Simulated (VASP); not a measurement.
# KBr (Fm-3m) in VASP: settings compared

Aim: see how the results for KBr move with the level of theory and the settings. Levels: RPBE, revPBE, BLYP, AM05. Tasks: relaxation of cell and atoms.

All numbers are computed with VASP 6.6.1; they aren't measurements. Logs are shortened: lines on timing, memory, paths and dates and some standing lists are left out, and cuts for length are marked.

## (1) The crystal as given

Symmetry: Fm-3m, No. 225, cubic system. The conventional cell has a = 6.600 Å, b = 6.600 Å, c = 6.600 Å, α = 90.00°, β = 90.00°, γ = 90.00°. Br (site symmetry m-3m) has 6 K at 3.30 Å as nearest neighbours. Around K (site symmetry m-3m) lie 6 Br at 3.30 Å.

## (2) Relaxation of cell and atoms, RPBE

INCAR

```
PREC = Accurate ; ENCUT = 600
EDIFF = 1E-6 ; ISMEAR = -1
SIGMA = 0.05 ; LREAL = False
LASPH = True ; NELM = 100
ALGO = Normal ; ISIF = 3
LWAVE = False ; LCHARG = False
GGA = RP ; IBRION = 2
NSW = 40 ; EDIFFG = -0.005
```

KPOINTS

```
regular mesh
0
Gamma
  7 7 7
```

POSCAR

```
KBr
1.0
    0.0000000000      3.3000000000      3.3000000000
    3.3000000000      0.0000000000      3.3000000000
    3.3000000000      3.3000000000      0.0000000000
Br K
1 1
Direct
    0.5000000000      0.5000000000      0.5000000000
    0.0000000000      0.0000000000      0.0000000000
```

Potentials or basis: VASP PAW PBE potentials, release 64 (Br, K_sv).

Started as:

```
> cat potpaw_PBE.64/Br/POTCAR potpaw_PBE.64/K_sv/POTCAR > POTCAR
> mpirun -np 1 vasp_std > vasp.out
```

OUTCAR:

```text
PREC = Accurate
   ENCUT = 600
   EDIFF = 1E-6
   ISMEAR = -1
   LREAL = False
   LASPH = True
   NELM = 100
   ISIF = 3
   GGA = RP
   IBRION = 2
   NSW = 40
   EDIFFG = -0.005

 ion  position               nearest neighbor table
   1  0.500  0.500  0.500-   2 3.30   2 3.30   2 3.30   2 3.30   2 3.30   2 3.30
   2  0.000  0.000  0.000-   1 3.30   1 3.30   1 3.30   1 3.30   1 3.30   1 3.30

  LATTYP: Found a face centered cubic cell.
 ALAT       =     6.6000000000

  Lattice vectors:

 A1 = (   0.0000000000,   3.3000000000,   3.3000000000)
 A2 = (   3.3000000000,   0.0000000000,   3.3000000000)
 A3 = (   3.3000000000,   3.3000000000,   0.0000000000)

Analysis of symmetry for initial positions (statically):
=====================================================================
 Subroutine PRICEL returns:
 Original cell was already a primitive cell.

 Routine SETGRP: Setting up the symmetry group for a
 face centered cubic supercell.

 Subroutine GETGRP returns: Found 48 space group operations
 (whereof 48 operations were pure point group operations)
 out of a pool of 48 trial point group operations.

The static configuration has the point symmetry O_h .

Analysis of symmetry for dynamics (positions and initial velocities):
=====================================================================
 Subroutine PRICEL returns:
 Original cell was already a primitive cell.

 Routine SETGRP: Setting up the symmetry group for a
 face centered cubic supercell.

 Subroutine GETGRP returns: Found 48 space group operations
 (whereof 48 operations were pure point group operations)
 out of a pool of 48 trial point group operations.

The dynamic configuration has the point symmetry O_h .

 Subroutine INISYM returns: Found 48 space group operations
 (whereof 48 operations are pure point group operations),
 and found     1 'primitive' translations

----------------------------------------------------------------------------------------

                                     Primitive cell

  volume of cell :      71.8740

  direct lattice vectors                    reciprocal lattice vectors
     0.000000000  3.300000000  3.300000000    -0.151515152  0.151515152  0.151515152
     3.300000000  0.000000000  3.300000000     0.151515152 -0.151515152  0.151515152
     3.300000000  3.300000000  0.000000000     0.151515152  0.151515152 -0.151515152

  length of vectors
     4.666904756  4.666904756  4.666904756     0.262431941  0.262431941  0.262431941

  position of ions in fractional coordinates (direct lattice)
     0.500000000  0.500000000  0.500000000
     0.000000000  0.000000000  0.000000000

  ion indices of the primitive-cell ions
   primitive index   ion index
                 1           1
                 2           2

----------------------------------------------------------------------------------------

 KPOINTS: regular mesh

Automatic generation of k-mesh.
 Grid dimensions read from file:
 generate k-points for:    7    7    7

 Generating k-lattice:

  Cartesian coordinates                     Fractional coordinates (reciprocal lattice)
    -0.021645022  0.021645022  0.021645022     0.142857143  0.000000000  0.000000000
     0.021645022 -0.021645022  0.021645022     0.000000000  0.142857143  0.000000000
     0.021645022  0.021645022 -0.021645022     0.000000000  0.000000000  0.142857143

  Length of vectors
     0.037490277  0.037490277  0.037490277

  Shift w.r.t. Gamma in fractional coordinates (k-lattice)
     0.000000000  0.000000000  0.000000000

 Subroutine IBZKPT returns following result:
 ===========================================

 Found     20 irreducible k-points:

 Following reciprocal coordinates:
            Coordinates               Weight
  0.000000  0.000000  0.000000      1.000000
  0.142857  0.000000  0.000000      8.000000
  0.285714  0.000000  0.000000      8.000000
  0.428571  0.000000  0.000000      8.000000
  0.142857  0.142857  0.000000      6.000000
  0.285714  0.142857  0.000000     24.000000
[... 12 lines left out ...]
 -0.428571  0.428571  0.142857     24.000000
 -0.285714  0.428571  0.142857     24.000000
   k-points           NKPTS =     20   k-points in BZ     NKDIM =     20   number of bands    NBANDS=     12
   number of dos      NEDOS =    301   number of ions     NIONS =      2
   total plane-waves  NPLWV =  64000
   dimension x,y,z NGX =    40 NGY =   40 NGZ =   40
   dimension x,y,z NGXF=    80 NGYF=   80 NGZF=   80
   ions per type =               1   1
   NGX,Y,Z   is equivalent  to a cutoff of  14.25, 14.25, 14.25 a.u.
   NGXF,Y,Z  is equivalent  to a cutoff of  28.50, 28.50, 28.50 a.u.
 SYSTEM =  unknown system
   PREC   = accura    normal or accurate (medium, high low for compatibility)
   ISTART =      0    job   : 0-new  1-cont  2-samecut
   ICHARG =      2    charge: 1-file 2-atom 10-const
   ISPIN  =      1    spin polarized calculation?
   LNONCOLLINEAR =      F non collinear calculations
   LSORBIT =      F    spin-orbit coupling
   LASPH  =      T    aspherical Exc in radial PAW
   ENCUT  =  600.0 eV  44.10 Ry    6.64 a.u.   9.32  9.32  9.32*2*pi/ulx,y,z
   NELM   =    100;   NELMIN=  2; NELMDL= -5     # of ELM steps
   EDIFF  = 0.1E-05   stopping-criterion for ELM
   LREAL  =      F    real-space projection
   EDIFFG = -.5E-02   stopping-criterion for IOM
   NSW    =     40    number of steps for IOM
   IBRION =      2    ionic relax: 0-MD 1-quasi-New 2-CG
   NFREE  =      1    steps in history (QN), initial steepest desc. (CG)
   ISIF   =      3    stress and relaxation
   ISYM   =      2    0-nonsym 1-usesym 2-fastsym
   POTIM  = 0.5000    time-step for ionic-motion
   TEBEG  =    0.0;   TEEND  =   0.0 temperature during run
   PSTRESS=    0.0 pullay stress
   NELECT =      16.0000    total number of electrons
   NUPDOWN=      -1.0000    fix difference up-down
   EMIN   =  10.00;   EMAX   =-10.00  energy-range for DOS
   EFERMI =   0.00;   METHOD = LEGACY
   ISMEAR =    -1;   SIGMA  =   0.05  broadening in eV -4-tet -1-fermi 0-gaus
   EFERMI_NEDOS =   21; number of points for ismear=-14 and -15
   IALGO  =     38    algorithm
   IMIX   =      4    mixing-type and parameters
     AMIX     =   0.40;   BMIX     =  1.00
     AMIX_MAG =   1.60;   BMIX_MAG =  1.00
  volume/ion in A,a.u.               =      35.94       242.51
  Fermi-wavevector in a.u.,A,eV,Ry     =   0.992181  1.874950 13.393889  0.984423
  Thomas-Fermi vector in A             =   2.123975
   LORBIT       =      0    0 simple, 1 ext, 2 COOP (PROOUT), +10 PAW based schemes
   GGA     = RP    functional components
   LHFCALC =     F    Hartree Fock is set to
   AEXX    =    0.0000 exact exchange contribution
   IVDW    =     0    specifies the selected vdW correction
   LEPSILON=     F    determine dielectric tensor
   LRPA    =     F    only Hartree local field effects (RPA)
 conjugate gradient relaxation of ions
 non-spin polarized calculation
  energy-cutoff  :      600.00
  volume of cell :       71.87
 maximum number of plane-waves:      2421
 NGX is ok and might be reduce to    40
   NGX = 19   NGY = 19   NGZ = 19

--------------------------------------- Ionic step        1  -------------------------------------------

 number of electron      16.0000000 magnetization

 Free energy of the ion-electron system (eV)
  ---------------------------------------------------
  ext. energy  EPLUGINS =         0.00000000
  ---------------------------------------------------
  free energy    TOTEN  =        -5.85972421 eV

  energy without entropy =       -5.85972421  energy(sigma->0) =       -5.85972421

------------------------ aborting loop because EDIFF is reached ----------------------------------------

  FORCE on cell =-STRESS in cart. coord.  units (eV):
  Direction    XX          YY          ZZ          XY          YZ          ZX
  --------------------------------------------------------------------------------------
  -------------------------------------------------------------------------------------
  Total        0.9738090      0.9738090      0.9738090      0.0000000     -0.0000000     -0.0000000
  in kB       21.7076374     21.7076374     21.7076374      0.0000000     -0.0000000     -0.0000000
  external PRESSURE =      21.7076374 kB  Pullay stress =       0.0000000 kB

 VOLUME and BASIS-vectors are now :
 -----------------------------------------------------------------------------
  energy-cutoff  :      600.00
  volume of cell :       71.87
      direct lattice vectors                 reciprocal lattice vectors
     0.000000000  3.300000000  3.300000000    -0.151515152  0.151515152  0.151515152
     3.300000000  0.000000000  3.300000000     0.151515152 -0.151515152  0.151515152
     3.300000000  3.300000000  0.000000000     0.151515152  0.151515152 -0.151515152
[... 73 lines left out ...]
 POSITION                                       TOTAL-FORCE (eV/Angst)
 -----------------------------------------------------------------------------------
      3.44854      3.44854      3.44854         0.000000     -0.000000     -0.000000
      0.00000      0.00000      0.00000         0.000000      0.000000      0.000000
 -----------------------------------------------------------------------------------
    total drift:                                0.000000     -0.000000     -0.000000

  FREE ENERGIE OF THE ION-ELECTRON SYSTEM (eV)
  ---------------------------------------------------
  free  energy   TOTEN  =        -5.9256486683 eV

  energy  without entropy=       -5.9256486683  energy(sigma->0) =       -5.92564867

--------------------------------------- Ionic step        4  -------------------------------------------

 number of electron      16.0000000 magnetization

 Free energy of the ion-electron system (eV)
  ---------------------------------------------------
  ext. energy  EPLUGINS =         0.00000000
  ---------------------------------------------------
  free energy    TOTEN  =        -5.92614785 eV

  energy without entropy =       -5.92614785  energy(sigma->0) =       -5.92614785

 E-fermi :  -0.9250     XC(G=0):  -6.4718

 val. band max:       -2.1172543511   @ k =   0.0000   0.0000   0.0000
 cond. band min:       2.2739007752   @ k =   0.0000   0.0000   0.0000
 fundamental gap:      4.3911551263
 Fermi energy:        -0.9250355283

 k-point     1 :       0.0000    0.0000    0.0000
  band No.  band energies     occupation
      1     -30.3584      2.00000
      2     -14.2122      2.00000
      3     -13.7805      2.00000
      4     -13.7805      2.00000
      5     -13.7805      2.00000
      6      -2.1173      2.00000
      7      -2.1173      2.00000
      8      -2.1173      2.00000
      9       2.2739      0.00000
     10       5.5931      0.00000
     11       5.5931      0.00000
     12       5.5931      0.00000

 k-point     2 :       0.1429    0.0000    0.0000
  band No.  band energies     occupation
      1     -30.3580      2.00000
      2     -14.2609      2.00000
      3     -13.7811      2.00000
      4     -13.7811      2.00000
      5     -13.7236      2.00000
      6      -2.3192      2.00000
      7      -2.1614      2.00000
      8      -2.1614      2.00000
      9       2.6925      0.00000
     10       5.4792      0.00000
     11       5.7981      0.00000
     12       5.7981      0.00000
[... 290 lines left out ...]
 POSITION                                       TOTAL-FORCE (eV/Angst)
 -----------------------------------------------------------------------------------
      3.46269      3.46269      3.46269        -0.000000      0.000000     -0.000000
      0.00000      0.00000      0.00000         0.000000     -0.000000      0.000000
 -----------------------------------------------------------------------------------
    total drift:                                0.000000     -0.000000     -0.000000

  FREE ENERGIE OF THE ION-ELECTRON SYSTEM (eV)
  ---------------------------------------------------
  free  energy   TOTEN  =        -5.9261478510 eV

  energy  without entropy=       -5.9261478510  energy(sigma->0) =       -5.92614785

 reached required accuracy - stopping structural energy minimisation
```

Run time: 75 s. Hardware: 1 thread of Intel Xeon Platinum 8488C (Sapphire Rapids), shared host; peak memory 0.25 GiB.

Results:

* Free energy: -5.9261 eV
* Relaxed volume: 41.52 Å³/atom
* Relaxed cell: a = 4.897 Å, b = 4.897 Å, c = 4.897 Å, α = 60.00°, β = 60.00°, γ = 60.00°
* Space group after relaxing (to 0.05 Å): Fm-3m (No. 225)
* Energy gained by relaxing: 33.2 meV/atom
* Ionic steps: 4
* Pressure after relaxing: 0.0 GPa
* Band gap on the k mesh: 4.39 eV, direct

Step by step:
| step | energy change (eV) | largest force (eV/Å) | pressure (GPa) | volume (Å³) |
| --- | --- | --- | --- | --- |
| 1 | 0.0000 | 0.0000 | 2.17 | 71.87 |
| 2 | -0.0494 | 0.0000 | 0.97 | 77.06 |
| 3 | -0.0659 | 0.0000 | 0.15 | 82.02 |
| 4 | -0.0664 | 0.0000 | 0.00 | 83.04 |

Final structure:
```
Br K
1.0
     0.00000    3.46269    3.46269
     3.46269    0.00000    3.46269
     3.46269    3.46269    0.00000
Br K
1 1
Direct
  0.50000 0.50000 0.50000
  0.00000 0.00000 0.00000
```

Caveat: the volume moved by over 15 % at a fixed basis, so the end points are rough; the PAW data sets were made with another functional, which shifts forces and pressure a little; an odd mesh through Γ misses points on the zone boundary, where band edges often lie.

(Continued in part 2 of 2.)
